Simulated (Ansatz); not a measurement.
The system is SnO2.

```
CELL_PARAMETERS angstrom
-5.37331 5.37331 1.61623
5.37331 -5.37331 1.61623
5.37331 5.37331 -1.61623
ATOMIC_POSITIONS crystal
Sn 0.35108 0.83107 0.18214
Sn 0.83107 0.64892 0.47999
Sn 0.16893 0.35108 0.52001
Sn 0.64892 0.16893 0.81786
O 0.20560 0.15493 0.36053
O 0.84507 0.20560 0.05067
O 0.79440 0.84507 0.63947
O 0.15493 0.79440 0.94933
O 0.16104 0.54296 0.70400
O 0.54296 0.83896 0.38192
O 0.45704 0.16104 0.61808
O 0.83896 0.45704 0.29600
```

Measurements of this composition are mostly on another form, of space group No. 136.

```yaml
Program: Ansatz 0.2.0
Task: relaxation of cell and atoms
Functional: PBEsol
Dispersion: D4
Potentials_or_basis: Ansatz PAW
Cutoff: "420 eV (not typed: the program's choice for these potentials)"
k_mesh: 9 × 9 × 9
Occupations: fermi-dirac, width 0.05 eV
Spin: no spin polarisation
```

At the start: volume 15.55 Å³/atom.

Question: How do energy, volume and symmetry change on relaxing?

Answer: It ends after 9 steps and the volume is 15.01 Å³/atom (-3.5 %); space group I4/m (No. 87, to 0.05 Å).

Step by step:
| step | energy change (eV) | largest force (eV/Å) | volume (Å³) |
| --- | --- | --- | --- |
| 1 | 0.0000 | 0.5448 | 186.66 |
| 2 | -0.1741 | 0.1235 | 180.37 |
| 3 | -0.1769 | 0.0657 | 180.06 |
| 4 | -0.1766 | 0.0396 | 180.32 |
| 5 | -0.1764 | 0.0132 | 180.46 |
| 6 | -0.1764 | 0.0042 | 180.46 |
| 7 | -0.1522 | 0.0042 | 180.46 |
| 8 | -0.1541 | 0.0040 | 180.10 |
| 9 | -0.1527 | 0.0040 | 180.10 |

Final structure:
```xyz
12
Lattice="-5.3130 5.3130 1.5950 5.3130 -5.3130 1.5950 5.3130 5.3130 -1.5950" Properties=species:S:1:pos:R:3 pbc="T T T"
Sn    3.5431   -1.5985    1.5950
Sn    1.5985    3.5431    1.5950
Sn    3.7145    1.7699    0.0000
Sn    1.7699    6.9115    0.0000
O     1.6514    2.2086    0.0000
O    -3.1044    3.6617    1.5950
O     3.6617    3.1044    1.5950
O     8.4175    1.6514    0.0000
O     5.7553    1.7010    0.0000
O     3.6121    0.4423    1.5950
O     1.7010    4.8708    0.0000
O    -0.4423    3.6121    1.5950
```

Caveat: the plane-wave basis is chosen anew once the cell has moved, so the energies of steps on either side of that aren't comparable; the pressure holds a Pulay correction of +0.7 GPa for the finite cutoff; the PAW data sets come from PBE, with cores solved anew for the run's functional, which leaves a small shift of forces and pressure.
